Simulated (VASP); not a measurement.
**Pb: single point with r2SCAN**

The system is Pb.

```xyz
2
Lattice="3.4335 0.0000 0.0000 -1.7168 2.9735 0.0000 0.0000 0.0000 5.5153" Properties=species:S:1:pos:R:3 pbc="T T T"
Pb    0.0000    1.9823    1.3788
Pb    1.7168    0.9912    4.1365
```

The cell isn't the ideal one: functional r2SCAN, strained and moved within the space group.

| Quantity | Value |
| --- | --- |
| Program | VASP 6.6.1 |
| Task | single point |
| Functional | r2SCAN |
| Potentials or basis | VASP PAW PBE potentials, release 64 (Pb_d) |
| Cutoff | 520 eV |
| k mesh | 15 × 15 × 8 |
| Occupations | gaussian, width 0.1 eV |
| Spin | no spin polarisation |

```
Pressure               : 5.5 GPa
Band gap on the k mesh : none (metal or under the smearing width)
```

Stress tensor (GPa, compression positive):
```
4.76 0.00 0.00
0.00 4.76 0.00
0.00 0.00 7.11
```

Levels at points of the mesh, in eV from the Fermi level:
```tsv
k point	band 10	band 11	band 12	band 13	band 14	band 15	band 16	band 17	band 18	band 19
(0.00, 0.00, 0.00)	-17.44	-12.84	-8.37	-4.72	6.03	6.03	8.14	8.14	8.89	9.59
(0.00, 0.00, 0.50)	-17.52	-11.43	-11.43	1.19	1.19	7.03	7.03	7.03	7.03	9.95
```

It took 3.4 min on 1 thread of Intel(R) Xeon(R) 6975P-C (Granite Rapids) (shared host), peak memory 0.27 GiB.

Caveat: the PAW data sets were made with another functional, which shifts forces and pressure a little. The run has no spin-orbit coupling, so splittings on Pb are missing.
